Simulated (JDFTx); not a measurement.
# Ta (Im-3m) in JDFTx: equation of state

How stiff is Ta in PBEsol, and what volume does it want? The cell is scaled to several volumes.

Everything below comes from runs of JDFTx 1.7.0 (patched build). Logs are shortened: lines on timing, memory, paths and dates and some standing lists are left out, and cuts for length are marked. The log counts tension as positive stress, the text compression.

**Experimental background.**

From “Refinement of the equation of state of tantalum”, 2004, arxiv:cond-mat/0403080, for a bulk crystal of Ta: bulk modulus 194 GPa.

How close the calculation comes is told below.

## 1. The structure

The structure is cubic, space group Im-3m (No. 229). Conventional cell: a = 3.303 Å, b = 3.303 Å, c = 3.303 Å, α = 90.00°, β = 90.00°, γ = 90.00°. Ta (site symmetry m-3m) has 8 Ta at 2.86 Å as nearest neighbours.

## 2. Equation of state, PBEsol, 16.93 Å³/atom (volume scaled by 0.94)

The input, Ta.in:

```
lattice \
   -3.0567660819     3.0567660819     3.0567660819 \
    3.0567660819    -3.0567660819     3.0567660819 \
    3.0567660819     3.0567660819    -3.0567660819
coords-type Lattice
ion Ta     0.0000000000     0.0000000000     0.0000000000 1

ion-species pseudo/Ta.upf
elec-cutoff 29
elec-ex-corr gga-PBEsol
kpoint-folding 11 11 11
elec-smearing Fermi 0.0018374661
elec-n-bands 12
electronic-SCF nIterations 100 energyDiffThreshold 1e-09
electronic-minimize nIterations 30 energyDiffThreshold 1e-7
forces-output-coords Cartesian

dump-name run.$VAR
dump End Ecomponents EigStats BandEigs Kpoints Forces Stress
```

Potentials or basis: PseudoDojo-SR-PBEsol-0.4.1-standard with smoothed tails.

Command:

```console
$ jdftx -c 1 -i Ta.in -o Ta.out
```

Log:

```text
*************** JDFTx 1.7.0 (patched build) ***************

[... 9 lines left out ...]
---------- Initializing the Grid ----------
R =
[     -3.05677      3.05677      3.05677  ]
[      3.05677     -3.05677      3.05677  ]
[      3.05677      3.05677     -3.05677  ]
unit cell volume = 114.247
G =
[ -6.98619e-18    1.02775    1.02775  ]
[    1.02775 -6.98619e-18    1.02775  ]
[    1.02775    1.02775 -6.98619e-18  ]
Minimum fftbox size, Smin = [  28  28  28  ]
Chosen fftbox size, S = [  28  28  28  ]

---------- Exchange Correlation functional ----------
Initalized PBEsol GGA exchange.
Initalized PBEsol GGA correlation.

---------- Setting up pseudopotentials ----------
Width of ionic core gaussian charges (only for fluid interactions / plotting) set to 0

Reading pseudopotential file 'pseudo/Ta.upf':
  'Ta' pseudopotential, 'PBESOL' functional
  Generated using ONCVPSP code by D. R. Hamann
  13 valence electrons, 4 orbitals, 8 projectors, 1001 radial grid points, with lMax = 3
    5S    l: 0   occupation:  2.0   eigenvalue: -2.683866
    5P    l: 1   occupation:  6.0   eigenvalue: -1.448529
    5D    l: 2   occupation:  3.0   eigenvalue: -0.133056
    6S    l: 0   occupation:  2.0   eigenvalue: -0.201047
  Core radius for overlap checks: 2.22 bohrs.

Initialized 1 species with 1 total atoms.

Folded 1 k-points by 11x11x11 to 1331 k-points.

---------- Setting up k-points, bands, fillings ----------
Reduced to 56 k-points under symmetry.
Computing the number of bands and number of electrons
Calculating initial fillings.
nElectrons:  13.000000   nBands: 12   nStates: 56

----- Setting up reduced wavefunction bases (one per k-point) -----
average nbasis = 852.319 , ideal nbasis = 852.192

---------- Setting up ewald sum ----------
Optimum gaussian width for ewald sums = 1.908579 bohr.
Real space sum over 2197 unit cells with max indices [  6  6  6  ]
Reciprocal space sum over 2197 terms with max indices [  6  6  6  ]

---------- Allocating electronic variables ----------
Initializing wave functions:  linear combination of atomic orbitals
Note: number of bands (12) exceeds available atomic orbitals (10)
Ta pseudo-atom occupations:   s ( 2 2 )  p ( 6 )  d ( 3 )
	FillingsUpdate:  mu: +0.731231263  nElectrons: 13.000000
LCAOMinimize: Iter:   0  F: -59.1057246433910493  |grad|_K:  2.597e-04  alpha:  1.000e+00
	FillingsUpdate:  mu: +0.732582633  nElectrons: 13.000000
LCAOMinimize: Iter:   1  F: -59.1059431010143541  |grad|_K:  3.014e-06  alpha:  7.994e-01  linmin:  3.012e-02  cgtest: -3.182e-01
	FillingsUpdate:  mu: +0.732579999  nElectrons: 13.000000
LCAOMinimize: Iter:   2  F: -59.1059431326420324  |grad|_K:  9.465e-07  alpha:  9.832e-01  linmin: -1.160e-03  cgtest:  3.389e-01
LCAOMinimize: Encountered beta<0, resetting CG.
	FillingsUpdate:  mu: +0.732575103  nElectrons: 13.000000
LCAOMinimize: Iter:   3  F: -59.1059431355102447  |grad|_K:  1.771e-08  alpha:  7.946e-01  linmin: -1.066e-03  cgtest:  1.348e-02
LCAOMinimize: Converged (|Delta F|<1.000000e-06 for 2 iters).

-------- Electronic minimization -----------
Will mix electronic density at each iteration.
	FillingsUpdate:  mu: +0.732575103  nElectrons: 13.000000
	FillingsUpdate:  mu: +0.725049977  nElectrons: 13.000000
SCF: Cycle:  0   F: -59.124935041119016   dF: -1.899e-02   |Residual|: 2.901e-02   |deigs|: 8.002e-02
	FillingsUpdate:  mu: +0.722361431  nElectrons: 13.000000
SCF: Cycle:  1   F: -59.125498087254826   dF: -5.630e-04   |Residual|: 1.286e-02   |deigs|: 6.499e-03
	FillingsUpdate:  mu: +0.720481949  nElectrons: 13.000000
SCF: Cycle:  2   F: -59.125600707510202   dF: -1.026e-04   |Residual|: 2.519e-03   |deigs|: 4.210e-03
	FillingsUpdate:  mu: +0.720622756  nElectrons: 13.000000
SCF: Cycle:  3   F: -59.125601128235637   dF: -4.207e-07   |Residual|: 5.570e-04   |deigs|: 4.942e-04
	FillingsUpdate:  mu: +0.720549826  nElectrons: 13.000000
SCF: Cycle:  4   F: -59.125601401741108   dF: -2.735e-07   |Residual|: 1.169e-04   |deigs|: 1.880e-04
	FillingsUpdate:  mu: +0.720534010  nElectrons: 13.000000
SCF: Cycle:  5   F: -59.125601412809921   dF: -1.107e-08   |Residual|: 8.156e-05   |deigs|: 6.663e-05
	FillingsUpdate:  mu: +0.720541509  nElectrons: 13.000000
SCF: Cycle:  6   F: -59.125601417036549   dF: -4.227e-09   |Residual|: 5.745e-06   |deigs|: 5.279e-05
	FillingsUpdate:  mu: +0.720541696  nElectrons: 13.000000
SCF: Cycle:  7   F: -59.125601417237490   dF: -2.009e-10   |Residual|: 6.687e-06   |deigs|: 4.810e-05
	FillingsUpdate:  mu: +0.720541290  nElectrons: 13.000000
SCF: Cycle:  8   F: -59.125601417290461   dF: -5.297e-11   |Residual|: 3.963e-06   |deigs|: 4.224e-05
SCF: Converged (|Delta E|<1.000000e-09 for 2 iters).

Setting wave functions to eigenvectors of Hamiltonian

# Stress tensor in Cartesian coordinates [Eh/a0^3]:
[ -0.000322727            0            0  ]
[            0 -0.000322727            0  ]
[            0            0 -0.000322727  ]

# Ionic positions in lattice coordinates:
ion Ta   0.000000000000000   0.000000000000000   0.000000000000000 1

# Forces in Cartesian coordinates:
force Ta  -0.000000000000000  -0.000000000000000   0.000000000000000 1

# Energy components:
   Eewald =      -50.3007456645711031
       EH =        6.9637914836069479
     Eloc =      -28.8159805500119823
      Enl =        4.5521487847522133
      Exc =      -14.7439778030275477
 Exc_core =        5.9556247698056763
       KE =       17.2637651584728395
-------------------------------------
     Etot =      -59.1253738209729534
       TS =        0.0002275963175054
-------------------------------------
        F =      -59.1256014172904614

IonicMinimize: Iter:   0  F: -59.125601417290461  |grad|_K:  0.000e+00
IonicMinimize: Converged (|grad|_K<1.000000e-04).

#--- Lowdin population analysis ---
# oxidation-state Ta +0.065

Dumping 'run.eigStats' ...
	eMin: -1.739941 at state 0 ( [ +0.000000 +0.000000 +0.000000 ] spin 0 )
	HOMO: +0.718391 at state 33 ( [ +0.090909 -0.454545 -0.454545 ] spin 0 )
	mu  : +0.720541
	LUMO: +0.723296 at state 27 ( [ +0.090909 +0.272727 -0.181818 ] spin 0 )
	eMax: +1.442239 at state 40 ( [ +0.181818 +0.272727 -0.272727 ] spin 0 )
	HOMO-LUMO gap: +0.004905
	Optical gap  : +0.013923 at state 2 ( [ +0.000000 +0.000000 +0.181818 ] spin 0 )
Done!
[note: the HOMO, LUMO and gaps printed at the end count levels as full or empty at half filling, so they show a gap where a level is partly filled]
```

Wall time 20 s (1 thread of Intel Xeon Platinum 8259CL at 2.50GHz (Skylake/Cascade Lake), shared host); peak memory 0.07 GiB.

Results:

* Free energy: -1608.8896 eV
* Pressure: 9.5 GPa
* Band gap on the k mesh: none (metal or under the smearing width)

## 3. Equation of state, PBEsol, 17.29 Å³/atom (volume scaled by 0.96)

Edit Ta.in of step 2 so:

```diff
@@ -1,5 +1,5 @@
 lattice \
-   -3.0567660819     3.0567660819     3.0567660819 \
-    3.0567660819    -3.0567660819     3.0567660819 \
-    3.0567660819     3.0567660819    -3.0567660819
+   -3.0782933128     3.0782933128     3.0782933128 \
+    3.0782933128    -3.0782933128     3.0782933128 \
+    3.0782933128     3.0782933128    -3.0782933128
 coords-type Lattice
```

Potentials or basis: PseudoDojo-SR-PBEsol-0.4.1-standard with smoothed tails.

Command:

```console
$ jdftx -c 1 -i Ta.in -o Ta.out
```

Run time: 21 s. Hardware: 1 thread of Intel Xeon Platinum 8259CL at 2.50GHz (Skylake/Cascade Lake), shared host; peak memory 0.07 GiB.

Results (log left out):

| Property | Result |
| --- | --- |
| Free energy | -1608.9051 eV |
| Pressure | 4.4 GPa |
| Band gap on the k mesh | none (metal or under the smearing width) |

## 4. Equation of state, PBEsol, 17.65 Å³/atom (volume scaled by 0.98)

Edit Ta.in of step 3 so:

```diff
@@ -1,5 +1,5 @@
 lattice \
-   -3.0782933128     3.0782933128     3.0782933128 \
-    3.0782933128    -3.0782933128     3.0782933128 \
-    3.0782933128     3.0782933128    -3.0782933128
+   -3.0995235929     3.0995235929     3.0995235929 \
+    3.0995235929    -3.0995235929     3.0995235929 \
+    3.0995235929     3.0995235929    -3.0995235929
 coords-type Lattice
```

Command:

```console
$ jdftx -c 1 -i Ta.in -o Ta.out
```

It took 20 s on 1 thread of Intel Xeon Platinum 8259CL at 2.50GHz (Skylake/Cascade Lake), shared host; peak memory 0.07 GiB.

Results (log left out):

- Free energy: -1608.9098 eV
- Pressure: -0.2 GPa
- Band gap on the k mesh: none (metal or under the smearing width)

## 5. Equation of state, PBEsol, 18.01 Å³/atom

Edit Ta.in of step 4 so:

```diff
@@ -1,5 +1,5 @@
 lattice \
-   -3.0995235929     3.0995235929     3.0995235929 \
-    3.0995235929    -3.0995235929     3.0995235929 \
-    3.0995235929     3.0995235929    -3.0995235929
+   -3.1204669551     3.1204669551     3.1204669551 \
+    3.1204669551    -3.1204669551     3.1204669551 \
+    3.1204669551     3.1204669551    -3.1204669551
 coords-type Lattice
```

Command:

```console
$ jdftx -c 1 -i Ta.in -o Ta.out
```

Wall time 20 s (1 thread of Intel Xeon Platinum 8259CL at 2.50GHz (Skylake/Cascade Lake), shared host); peak memory 0.07 GiB.

Results (log left out):

```yaml
Free_energy: -1608.9048 eV
Pressure: -4.2 GPa
Band_gap_on_the_k_mesh: none (metal or under the smearing width)
```

## 6. Equation of state, PBEsol, 18.37 Å³/atom (volume scaled by 1.02)

Edit Ta.in of step 5 so:

```diff
@@ -1,5 +1,5 @@
 lattice \
-   -3.1204669551     3.1204669551     3.1204669551 \
-    3.1204669551    -3.1204669551     3.1204669551 \
-    3.1204669551     3.1204669551    -3.1204669551
+   -3.1411329013     3.1411329013     3.1411329013 \
+    3.1411329013    -3.1411329013     3.1411329013 \
+    3.1411329013     3.1411329013    -3.1411329013
 coords-type Lattice
```

Potentials or basis: PseudoDojo-SR-PBEsol-0.4.1-standard with smoothed tails.

Command:

```console
$ jdftx -c 1 -i Ta.in -o Ta.out
```

Log:

```text
*************** JDFTx 1.7.0 (patched build) ***************

[... 9 lines left out ...]
---------- Initializing the Grid ----------
R =
[     -3.14113      3.14113      3.14113  ]
[      3.14113     -3.14113      3.14113  ]
[      3.14113      3.14113     -3.14113  ]
unit cell volume = 123.971
G =
[ 2.38205e-17    1.00015    1.00015  ]
[    1.00015 2.38205e-17    1.00015  ]
[    1.00015    1.00015 2.38205e-17  ]
Minimum fftbox size, Smin = [  28  28  28  ]
Chosen fftbox size, S = [  28  28  28  ]

---------- Exchange Correlation functional ----------
Initalized PBEsol GGA exchange.
Initalized PBEsol GGA correlation.

---------- Setting up pseudopotentials ----------
Width of ionic core gaussian charges (only for fluid interactions / plotting) set to 0

Reading pseudopotential file 'pseudo/Ta.upf':
  'Ta' pseudopotential, 'PBESOL' functional
  Generated using ONCVPSP code by D. R. Hamann
  13 valence electrons, 4 orbitals, 8 projectors, 1001 radial grid points, with lMax = 3
[... 59 lines left out ...]
	FillingsUpdate:  mu: +0.656530823  nElectrons: 13.000000
SCF: Cycle:  8   F: -59.125661246885130   dF: -1.533e-10   |Residual|: 2.371e-06   |deigs|: 2.929e-05
SCF: Converged (|Delta E|<1.000000e-09 for 2 iters).

Setting wave functions to eigenvectors of Hamiltonian

# Stress tensor in Cartesian coordinates [Eh/a0^3]:
[  0.000267582            0            0  ]
[            0  0.000267582            0  ]
[            0            0  0.000267582  ]

# Ionic positions in lattice coordinates:
ion Ta   0.000000000000000   0.000000000000000   0.000000000000000 1

# Forces in Cartesian coordinates:
force Ta   0.000000000000000  -0.000000000000000   0.000000000000000 1

# Energy components:
   Eewald =      -48.9497318556964913
       EH =        7.4409357246404682
     Eloc =      -30.5419676732278162
      Enl =        4.5436219730386860
      Exc =      -14.6899752531200392
 Exc_core =        5.9556238856100805
       KE =       17.1161674944314015
-------------------------------------
     Etot =      -59.1253257043237070
       TS =        0.0003355425614247
-------------------------------------
        F =      -59.1256612468851301

IonicMinimize: Iter:   0  F: -59.125661246885130  |grad|_K:  0.000e+00
IonicMinimize: Converged (|grad|_K<1.000000e-04).

#--- Lowdin population analysis ---
# oxidation-state Ta +0.080

Dumping 'run.eigStats' ...
	eMin: -1.811203 at state 0 ( [ +0.000000 +0.000000 +0.000000 ] spin 0 )
	HOMO: +0.654862 at state 2 ( [ +0.000000 +0.000000 +0.181818 ] spin 0 )
	mu  : +0.656531
	LUMO: +0.656943 at state 23 ( [ +0.090909 +0.181818 +0.363636 ] spin 0 )
	eMax: +1.332269 at state 40 ( [ +0.181818 +0.272727 -0.272727 ] spin 0 )
	HOMO-LUMO gap: +0.002081
	Optical gap  : +0.012173 at state 2 ( [ +0.000000 +0.000000 +0.181818 ] spin 0 )
Done!
```

Run time: 20 s. Hardware: 1 thread of Intel Xeon Platinum 8259CL at 2.50GHz (Skylake/Cascade Lake), shared host; peak memory 0.07 GiB.

Results:

```
Free energy            : -1608.8912 eV
Pressure               : -7.9 GPa
Band gap on the k mesh : none (metal or under the smearing width)
```

## 7. Equation of state, PBEsol, 18.73 Å³/atom (volume scaled by 1.04)

Edit Ta.in of step 6 so:

```diff
@@ -1,5 +1,5 @@
 lattice \
-   -3.1411329013     3.1411329013     3.1411329013 \
-    3.1411329013    -3.1411329013     3.1411329013 \
-    3.1411329013     3.1411329013    -3.1411329013
+   -3.1615304398     3.1615304398     3.1615304398 \
+    3.1615304398    -3.1615304398     3.1615304398 \
+    3.1615304398     3.1615304398    -3.1615304398
 coords-type Lattice
```

Command:

```console
$ jdftx -c 1 -i Ta.in -o Ta.out
```

It took 21 s on 1 thread of Intel Xeon Platinum 8259CL at 2.50GHz (Skylake/Cascade Lake), shared host; peak memory 0.07 GiB.

It converged, with:

```yaml
Free_energy: -1608.8698 eV
Pressure: -11.1 GPa
Band_gap_on_the_k_mesh: none (metal or under the smearing width)
```

## 8. Equation of state, PBEsol, 19.09 Å³/atom (volume scaled by 1.06)

Edit Ta.in of step 7 so:

```diff
@@ -1,5 +1,5 @@
 lattice \
-   -3.1615304398     3.1615304398     3.1615304398 \
-    3.1615304398    -3.1615304398     3.1615304398 \
-    3.1615304398     3.1615304398    -3.1615304398
+   -3.1816681193     3.1816681193     3.1816681193 \
+    3.1816681193    -3.1816681193     3.1816681193 \
+    3.1816681193     3.1816681193    -3.1816681193
 coords-type Lattice
```

Command:

```console
$ jdftx -c 1 -i Ta.in -o Ta.out
```

Wall time 20 s (1 thread of Intel Xeon Platinum 8259CL at 2.50GHz (Skylake/Cascade Lake), shared host); peak memory 0.07 GiB.

It converged, with:

```yaml
Free_energy: -1608.8414 eV
Pressure: -14.1 GPa
Band_gap_on_the_k_mesh: none (metal or under the smearing width)
```

## 9. Equation of state, PBEsol

Potentials or basis: PseudoDojo-SR-PBEsol-0.4.1-standard with smoothed tails.

No new run: the results of the series are fitted here.

What came out:

| Property | Result |
| --- | --- |
| Equilibrium volume | 17.64 Å³/atom |
| Bulk modulus | 212 GPa |
| Pressure derivative of the bulk modulus | 4.4 |

Energy against volume, from the lowest point:
| volume (Å³/atom) | energy (meV/atom) |
| --- | --- |
| 16.930 | 20.26 |
| 17.290 | 4.70 |
| 17.650 | 0.00 |
| 18.010 | 4.99 |
| 18.371 | 18.63 |
| 18.731 | 40.05 |
| 19.091 | 68.48 |

## 10. Comparison with measurements

Step 9. A measured bulk modulus of Ta is 194 GPa (quoted in “Refinement of the equation of state of tantalum”, 2004, arxiv:cond-mat/0403080); the calculated 212 GPa misses it by +9.1 %. The fit is for a static lattice scaled at fixed shape and fixed fractional positions.
